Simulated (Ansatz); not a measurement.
**Y: energy along a strain**

Y, P6_3/mmc, a = 3.651 Å, c = 5.747 Å (as given, not relaxed at this level: -0.4 GPa). Ansatz: PBE, PAW, 420 eV, Γ-centred 18×18×8 mesh on 2 atoms, Gaussian smearing 0.15 eV; no spin polarisation. Cell vectors (Å): 3.651 0.000 0.000; -1.826 3.162 0.000; 0.000 0.000 5.747. The cell is strained by x per cent times the pattern (0 0 0 1 0 0) in the order xx yy zz yz xz xy (engineering shears), with fractional coordinates held. y is the free energy over the start, V0 = 33.183 Å³/atom. Symmetry makes y even in x.

```
x (%) y (meV/atom)
-6.00             ?
-3.00          2.20
 0.00          0.00
 0.75          0.14
 1.50          0.55
 2.25          1.24
 3.75          3.43
 4.50          4.94
 5.25          6.72
```

**Question.** Fit y = c2 x² + c4 x⁴ to the other rows, get the stiffness along the pattern, and predict the missing energy.

**Answer.** Least squares on the rows shown. y = 0.2445 x² − 2.579×10⁻⁵ x⁴. The clamped-ion stiffness p·C·p = 2 × 2.445 eV × 160.2 / 33.183 Å³ = 24 GPa, which is C44 in these axes (second derivative at the start, which stands under stress). At x = -6.00 the fit asked for gives 8.77 meV/atom. The run gave 8.78 meV/atom, so the fit is 0.01 meV/atom too low, a small miss on the scale of the series.